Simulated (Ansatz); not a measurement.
The system is Sn.

```xyz
2
Lattice="0.0000 3.2333 3.2333 3.2333 0.0000 3.2333 3.2333 3.2333 0.0000" Properties=species:S:1:pos:R:3 pbc="T T T"
Sn    4.8500    4.8500    4.8500
Sn    3.2333    3.2333    3.2333
```

This isn't the form of Sn at room conditions, which is tetragonal (white tin).

| Item | Value |
| --- | --- |
| Program | Ansatz 0.2.0 |
| Task | relaxation of cell and atoms |
| Functional | BPBE |
| Potentials or basis | Ansatz PAW |
| Cutoff | 420 eV (not typed: the program's choice for these potentials) |
| k mesh | 7 × 7 × 7 |
| Occupations | fermi-dirac, width 0.05 eV |
| Spin | no spin polarisation |

At the start: volume 33.80 Å³/atom.

**Question.** How do energy, volume and symmetry change on relaxing?

**Answer.** It ends after 5 steps and the volume is 36.73 Å³/atom (+8.7 %); space group Fd-3m (No. 227, to 0.05 Å).

Step by step:
| step | energy change (eV) | largest force (eV/Å) | volume (Å³) |
| --- | --- | --- | --- |
| 1 | 0.0000 | 0.0000 | 67.61 |
| 2 | -0.0459 | 0.0000 | 76.74 |
| 3 | -0.0602 | 0.0000 | 74.03 |
| 4 | -0.0607 | 0.0000 | 73.46 |
| 5 | -0.0615 | 0.0000 | 73.46 |

Final structure:
```yaml
crystal:
  lattice:
    - [0.00000, 3.32403, 3.32403]
    - [3.32403, 0.00000, 3.32403]
    - [3.32403, 3.32403, 0.00000]
  atoms:
    - { symbol: Sn, position: [0.75000, 0.75000, 0.75000] }
    - { symbol: Sn, position: [0.50000, 0.50000, 0.50000] }
```

Caveat: the plane-wave basis is chosen anew once the cell has moved, so the energies of steps on either side of that aren't comparable; the PAW data sets come from PBE, with cores solved anew for the run's functional, which leaves a small shift of forces and pressure.
